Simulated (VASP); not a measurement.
# InSe (P-6m2) in VASP: single point with PBE+D3(BJ)

Aim: the single point of InSe with PBE+D3(BJ).

All numbers are computed with VASP 6.6.1; they aren't measurements. Logs are shortened: lines on timing, memory, paths and dates and some standing lists are left out, and cuts for length are marked.

## (1) The structure

Symmetry: P-6m2, No. 187, hexagonal system. Conventional cell: a = 4.047 Å, b = 4.047 Å, c = 18.052 Å, α = 90.00°, β = 90.00°, γ = 120.00°. In (site symmetry 3m) is surrounded by 3 Se at 2.65 Å and 1 In at 2.79 Å. Around In (site symmetry 3m) lie 3 Se at 2.65 Å and 1 In at 2.79 Å. Se (site symmetry 3m) has 3 In at 2.65 Å as nearest neighbours. Around Se (site symmetry 3m) lie 3 In at 2.65 Å.

Measurements of this composition are mostly on another form, of space group No. 160.

## (2) Single point, PBE+D3(BJ)

INCAR reads:

```
ALGO     = Normal         # electronic algorithm
EDIFF    = 1E-6           # SCF threshold, eV
ENCUT    = 520            # plane-wave cutoff, eV
GGA      = PE             # functional
ISIF     = 2              # what is computed and relaxed
ISMEAR   = 0              # smearing method
IVDW     = 12             # dispersion correction
LASPH    = T              # aspherical terms in the spheres
LCHARG   = F              # write CHGCAR
LREAL    = F              # projectors in reciprocal space
LWAVE    = F              # write WAVECAR
NBANDS   = 48             # bands
NELM     = 100            # most SCF steps
PREC     = Accurate       # precision mode
SIGMA    = 0.1            # smearing width, eV
```

KPOINTS reads:

```
k-points
0
Gamma
  6 6 1
```

POSCAR reads:

```
InSe
1.0
    4.0473293151      0.0000000000      0.0000000000
   -2.0236646576      3.5050900044      0.0000000000
    0.0000000000      0.0000000000     18.0520649100
In Se
4 4
Direct
    0.0000000000      0.0000000000      0.5773936800
    0.0000000000      0.0000000000      0.4226063200
    0.3333333300      0.6666666700      0.9226095100
    0.3333333300      0.6666666700      0.0773904900
    0.6666666700      0.3333333300      0.8530000700
    0.6666666700      0.3333333300      0.1469999300
    0.3333333300      0.6666666700      0.6470157200
    0.3333333300      0.6666666700      0.3529842800
```

Potentials or basis: VASP PAW PBE potentials, release 64 (In_d, Se).

Run with:

```
> cat potpaw_PBE.64/In_d/POTCAR potpaw_PBE.64/Se/POTCAR > POTCAR
> mpirun -np 1 vasp_std > vasp.out
```

OUTCAR:

```text
EDIFF = 1E-6
   ENCUT = 520
   GGA = PE
   ISIF = 2
   ISMEAR = 0
   IVDW = 12
   LASPH = T
   LREAL = F
   NELM = 100
   PREC = Accurate
 IVDW          = 12

 ion  position               nearest neighbor table
   1  0.000  0.000  0.577-   7 2.65   7 2.65   7 2.65   2 2.79
   2  0.000  0.000  0.423-   8 2.65   8 2.65   8 2.65   1 2.79
   3  0.333  0.667  0.923-   5 2.65   5 2.65   5 2.65   4 2.79
   4  0.333  0.667  0.077-   6 2.65   6 2.65   6 2.65   3 2.79
   5  0.667  0.333  0.853-   3 2.65   3 2.65   3 2.65
   6  0.667  0.333  0.147-   4 2.65   4 2.65   4 2.65
   7  0.333  0.667  0.647-   1 2.65   1 2.65   1 2.65
   8  0.333  0.667  0.353-   2 2.65   2 2.65   2 2.65

  LATTYP: Found a hexagonal cell.
 ALAT       =     4.0473293151
 C/A-ratio  =     4.4602411874

  Lattice vectors:

 A1 = (   4.0473293151,   0.0000000000,   0.0000000000)
 A2 = (  -2.0236646576,   3.5050900044,   0.0000000000)
 A3 = (   0.0000000000,   0.0000000000,  18.0520649100)

Analysis of symmetry for initial positions (statically):
=====================================================================
 Subroutine PRICEL returns:
 Original cell was already a primitive cell.

 Routine SETGRP: Setting up the symmetry group for a
 hexagonal supercell.

 Subroutine GETGRP returns: Found 12 space group operations
 (whereof 12 operations were pure point group operations)
 out of a pool of 24 trial point group operations.

The static configuration has the point symmetry D_3h.

Analysis of symmetry for dynamics (positions and initial velocities):
=====================================================================
 Subroutine PRICEL returns:
 Original cell was already a primitive cell.

 Routine SETGRP: Setting up the symmetry group for a
 hexagonal supercell.

 Subroutine GETGRP returns: Found 12 space group operations
 (whereof 12 operations were pure point group operations)
 out of a pool of 24 trial point group operations.

The dynamic configuration has the point symmetry D_3h.

 Subroutine INISYM returns: Found 12 space group operations
 (whereof 12 operations are pure point group operations),
[... 89 lines left out ...]
   NELM   =    100;   NELMIN=  2; NELMDL= -5     # of ELM steps
   EDIFF  = 0.1E-05   stopping-criterion for ELM
   LREAL  =      F    real-space projection
   EDIFFG = 0.1E-04   stopping-criterion for IOM
   NSW    =      0    number of steps for IOM
   IBRION =     -1    ionic relax: 0-MD 1-quasi-New 2-CG
   NFREE  =      0    steps in history (QN), initial steepest desc. (CG)
   ISIF   =      2    stress and relaxation
   ISYM   =      2    0-nonsym 1-usesym 2-fastsym
   POTIM  = 0.5000    time-step for ionic-motion
   TEBEG  =    0.0;   TEEND  =   0.0 temperature during run
   PSTRESS=    0.0 pullay stress
   NELECT =      76.0000    total number of electrons
   NUPDOWN=      -1.0000    fix difference up-down
   EMIN   =  10.00;   EMAX   =-10.00  energy-range for DOS
   EFERMI =   0.00;   METHOD = LEGACY
   ISMEAR =     0;   SIGMA  =   0.10  broadening in eV -4-tet -1-fermi 0-gaus
   EFERMI_NEDOS =   21; number of points for ismear=-14 and -15
   IALGO  =     38    algorithm
   IMIX   =      4    mixing-type and parameters
     AMIX     =   0.40;   BMIX     =  1.00
     AMIX_MAG =   1.60;   BMIX_MAG =  1.00
  volume/ion in A,a.u.               =      32.01       216.02
  Fermi-wavevector in a.u.,A,eV,Ry     =   1.091980  2.063542 16.223849  1.192419
  Thomas-Fermi vector in A             =   2.228236
   LORBIT       =      0    0 simple, 1 ext, 2 COOP (PROOUT), +10 PAW based schemes
   GGA     = PE    functional components
   LHFCALC =     F    Hartree Fock is set to
   AEXX    =    0.0000 exact exchange contribution
   IVDW    =    12    specifies the selected vdW correction
   LEPSILON=     F    determine dielectric tensor
   LRPA    =     F    only Hartree local field effects (RPA)
 non-spin polarized calculation
 Gauss-broadening in eV      SIGMA  =   0.10
  energy-cutoff  :      520.00
  volume of cell :      256.09
 maximum number of plane-waves:      6951
   NGX = 15   NGY = 15   NGZ = 67

 number of electron      76.0000024 magnetization

 Free energy of the ion-electron system (eV)
  ---------------------------------------------------
  ext. energy  EPLUGINS =         0.00000000
  ---------------------------------------------------
  free energy    TOTEN  =       -28.39043912 eV

  energy without entropy =      -28.39043911  energy(sigma->0) =      -28.39043911

 E-fermi :   3.3871     XC(G=0):  -8.4009

 val. band max:        3.0293624433   @ k =   0.0000   0.0000   0.0000
 cond. band min:       3.7449562852   @ k =   0.0000   0.0000   0.0000
 fundamental gap:      0.7155938419
 Fermi energy:         3.3871482042

 k-point     1 :       0.0000    0.0000    0.0000
  band No.  band energies     occupation
      1     -11.5016      2.00000
      2     -11.4960      2.00000
      3     -11.3156      2.00000
      4     -11.3156      2.00000
      5     -11.3101      2.00000
      6     -11.3101      2.00000
[... 346 lines left out ...]
     47       8.8924      0.00000
     48       8.9058      0.00000

------------------------ aborting loop because EDIFF is reached ----------------------------------------

 Edisp (eV)   -2.16103

 E8    (eV) :    -0.9893

  FORCE on cell =-STRESS in cart. coord.  units (eV):
  Direction    XX          YY          ZZ          XY          YZ          ZX
  --------------------------------------------------------------------------------------
  -------------------------------------------------------------------------------------
  Total       0.05131     0.05131    -0.17091    -0.00000     0.00000     0.00000
  in kB       0.32103     0.32103    -1.06924    -0.00000     0.00000     0.00000
  external pressure =       -0.14 kB  Pullay stress =        0.00 kB

 VOLUME and BASIS-vectors are now :
 -----------------------------------------------------------------------------
  energy-cutoff  :      520.00
  volume of cell :      256.09
      direct lattice vectors                 reciprocal lattice vectors
     4.047329315  0.000000000  0.000000000     0.247076510  0.142649689  0.000000000
    -2.023664658  3.505090004  0.000000000     0.000000000  0.285299379  0.000000000
     0.000000000  0.000000000 18.052064910     0.000000000  0.000000000  0.055395325

 POSITION                                       TOTAL-FORCE (eV/Angst)
 -----------------------------------------------------------------------------------
      0.00000      0.00000     10.42315         0.000000     -0.000000     -0.139641
      0.00000      0.00000      7.62892         0.000000     -0.000000      0.139641
     -0.00000      2.33673     16.65501        -0.000000      0.000000      0.142687
     -0.00000      2.33673      1.39706        -0.000000     -0.000000     -0.142687
      2.02366      1.16836     15.39841         0.000000      0.000000     -0.256692
      2.02366      1.16836      2.65365         0.000000     -0.000000      0.256692
     -0.00000      2.33673     11.67997        -0.000000     -0.000000      0.254837
     -0.00000      2.33673      6.37210        -0.000000     -0.000000     -0.254837
 -----------------------------------------------------------------------------------
    total drift:                                0.000016     -0.000009      0.000000

  FREE ENERGIE OF THE ION-ELECTRON SYSTEM (eV)
  ---------------------------------------------------
  free  energy   TOTEN  =       -30.5514695158 eV

  energy  without entropy=      -30.5514695072  energy(sigma->0) =      -30.55146951
```

OSZICAR:

```text
N       E                     dE             d eps       ncg     rms          rms(c)
DAV:   1     0.775164088883E+03    0.77516E+03   -0.33614E+04   672   0.171E+03
DAV:   2     0.897128188426E+02   -0.68545E+03   -0.66461E+03   672   0.451E+02
DAV:   3    -0.211912831932E+02   -0.11090E+03   -0.10669E+03   808   0.192E+02
DAV:   4    -0.289868877043E+02   -0.77956E+01   -0.77157E+01   792   0.495E+01
DAV:   5    -0.293052917868E+02   -0.31840E+00   -0.31820E+00   840   0.105E+01    0.102E+01
DAV:   6    -0.284110716028E+02    0.89422E+00   -0.13711E+00   880   0.157E+01    0.574E+00
DAV:   7    -0.283945257532E+02    0.16546E-01   -0.10376E+00   960   0.555E+00    0.150E+00
DAV:   8    -0.283865858779E+02    0.79399E-02   -0.11320E-01   968   0.330E+00    0.105E+00
DAV:   9    -0.283896425473E+02   -0.30567E-02   -0.20009E-02   768   0.593E-01    0.444E-01
DAV:  10    -0.283900030337E+02   -0.36049E-03   -0.24776E-03  1040   0.421E-01    0.235E-01
DAV:  11    -0.283904349385E+02   -0.43190E-03   -0.12430E-03   776   0.205E-01    0.691E-02
DAV:  12    -0.283904213393E+02    0.13599E-04   -0.11016E-04  1096   0.939E-02    0.450E-02
DAV:  13    -0.283904384609E+02   -0.17122E-04   -0.29268E-05   760   0.251E-02    0.128E-02
DAV:  14    -0.283904391174E+02   -0.65644E-06   -0.38056E-06   672   0.242E-02
   1 F= -.30551470E+02 E0= -.30551470E+02  d E =-.863800E-08
```

Run time: 78 s. Hardware: 1 thread of Intel Xeon Platinum 8488C (Sapphire Rapids), shared host; peak memory 0.36 GiB.

What came out:

```yaml
Free_energy: -30.5515 eV
Pressure: 0.0 GPa
Largest_force: 0.257 eV/Å
Band_gap_on_the_k_mesh: 0.72 eV, direct
Dispersion_energy_per_atom: -0.270 eV
```

Forces in eV/Å, atoms in the order of the input:
```
In   0.000  0.000 -0.140
In   0.000  0.000  0.140
In   0.000  0.000  0.143
In   0.000  0.000 -0.143
Se   0.000  0.000 -0.257
Se   0.000  0.000  0.257
Se   0.000  0.000  0.255
Se   0.000  0.000 -0.255
```

Levels at points of the mesh, in eV from the valence-band top:
```
           k point  band 36  band 37  band 38  band 39  band 40  band 41
(0.00, 0.00, 0.00)    -0.95    -0.95     0.00     0.72     1.50     2.23
(0.50, 0.00, 0.00)    -1.86    -1.44    -1.31     1.72     1.72     1.94
```

Caveat: spin-orbit coupling is left out, which moves the levels of the heavy elements. PBE gaps usually lie below the measured ones, often by a third to a half.
